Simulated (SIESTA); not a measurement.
Set up this calculation in SIESTA 5.4.2, as the native input.

```
Task                : single point
Functional          : PBEsol
Potentials or basis : PseudoDojo 0.4 standard (PBEsol files)
Basis               : DZP (energy shift 0.003 Ry; two zetas on semicore shells)
Grid cutoff         : 800 Ry
Energy shift        : 0.003 Ry
k mesh              : 6 × 6 × 9
Occupations         : fermi-dirac, width 0.05 eV
Spin                : collinear spin, ferromagnetic start
Starting moments    : [4.0, 4.0, 0.0, 0.0, 0.0, 0.0] μB
```

MnO2:

```
CELL_PARAMETERS angstrom
4.40042 0.00000 0.00000
0.00000 4.40042 0.00000
0.00000 0.00000 2.86708
ATOMIC_POSITIONS crystal
Mn 0.49026 0.49172 0.49101
Mn 0.01004 0.99393 0.98855
O 0.81490 0.19233 0.52103
O 0.69682 0.70275 0.98475
O 0.19712 0.79404 0.48940
O 0.30358 0.28962 0.01137
```

The cell is a database's computed one.

The cell isn't the ideal one: atoms moved at random, drawn with an rms of 0.05 Å.

The input as run:

MnO2.fdf

```
SystemName                      MnO2
SystemLabel                     MnO2
NumberOfSpecies                 2
NumberOfAtoms                   6
%block ChemicalSpeciesLabel
  1  25 Mn
  2   8 O
%endblock ChemicalSpeciesLabel

LatticeConstant                 1.0 Ang
%block LatticeVectors
     4.4004184607     0.0000000000     0.0000000000
     0.0000000000     4.4004184607     0.0000000000
     0.0000000000     0.0000000000     2.8670779400
%endblock LatticeVectors
AtomicCoordinatesFormat         Fractional
%block AtomicCoordinatesAndAtomicSpecies
     0.4902590000     0.4917170000     0.4910120000  1  Mn
     0.0100430000    -0.0060730000    -0.0114500000  1  Mn
     0.8149010000     0.1923270000     0.5210300000  2  O
     0.6968210000     0.7027520000    -0.0152510000  2  O
     0.1971180000     0.7940420000     0.4894020000  2  O
     0.3035790000     0.2896150000     0.0113650000  2  O
%endblock AtomicCoordinatesAndAtomicSpecies

%block kgrid.MonkhorstPack
    6   0   0  0.0
    0   6   0  0.0
    0   0   9  0.0
%endblock kgrid.MonkhorstPack
XC.Functional                   GGA
XC.Authors                      PBEsol
PAO.BasisSize                   DZP
PAO.EnergyShift                 0.003 Ry
Mesh.Cutoff                     800 Ry
Spin                            polarized
%block DM.InitSpin
    1   4.000
    2   4.000
    3   0.000
    4   0.000
    5   0.000
    6   0.000
%endblock DM.InitSpin
OccupationFunction              FD
ElectronicTemperature           0.05 eV
MaxSCFIterations                200
SCF.MustConverge                false
SCF.Mixer.Method                Pulay
SCF.Mixer.Weight                0.1
SCF.Mixer.History               10
SCF.DM.Tolerance                5.0e-05
SCF.H.Tolerance                 1.0e-03 eV
WriteForces                     true
Charge.Mulliken                 end
%block PAO.Basis
  Mn 5
  n=3 0 2
    2.738 0.000
  n=4 0 2
    7.595 0.000
  n=3 1 2
    3.070 0.000
  n=4 1 1
    7.595
  n=3 2 2
    5.098 0.000
%endblock PAO.Basis
```

Potentials or basis: PseudoDojo 0.4 standard (PBEsol files), DZP (energy shift 0.003 Ry; two zetas on semicore shells).

The run is started by

```sh
$ siesta < MnO2.fdf > MnO2.out 2>&1
```

It gave:

```yaml
Pressure: 0.4 GPa
Largest_force: 1.702 eV/Å
Band_gap_on_the_k_mesh: none (metal or under the smearing width)
Net_moment: 5.95 μB per cell
Site_moments: Mn +2.80, +2.71; O +0.11 μB
```

Caveat: short orbitals over semicore shells can move pressures by several GPa; the basis of atomic orbitals isn't converged, which shifts pressures, moduli and gaps; semilocal functionals often make such compounds metallic where correlation or magnetic order opens a gap, which also shifts bond lengths; only a ferromagnetic start was run, and an antiferromagnetic order may lie lower in energy.

It took 4.3 min on 1 thread of Arm Neoverse V1, on a shared host, peak memory 0.42 GiB.
